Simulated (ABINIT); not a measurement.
Crystal: TaN.

```
Ta N
1.0
     0.00000    2.21132    2.21132
     2.21132    0.00000    2.21132
     2.21132    2.21132    0.00000
Ta N
1 1
Cartesian
  2.2113 2.2113 2.2113
  0.0000 0.0000 0.0000
```

The cell comes from a database or a generator and needn't be the stable form of this composition.

Base run:

```yaml
Program: ABINIT 10.8.3 (patched build)
Functional: r2SCAN
Potentials_or_basis: SG15 NC PBE v1.2
Cutoff: 1306 eV
k_mesh: 10 × 10 × 10
Occupations: fermi-dirac, width 0.05 eV
Spin: no spin polarisation
```

Its results: band gap on the k mesh none (metal or under the smearing width); pressure -16.2 GPa.

**Question.** The run is repeated on the same cell with these changes: potentials or basis from SG15 NC PBE v1.2 to Ansatz PAW PBE default generated set, frozen core; cutoff from 1306 eV to 517 eV; valence electrons from 32 to 18. What comes out?

**Answer.** Band gap on the k mesh none (metal or under the smearing width); pressure -6.6 GPa.

Caveats: the highest band is partly filled, so the run has too few bands; spin-orbit coupling is left out, which moves the levels of the heavy elements; the potentials were made for another functional, which shifts forces and pressure (some runs); the PAW data sets were made with another functional, which shifts forces and pressure a little (some runs); the atomic spheres overlap (some runs).
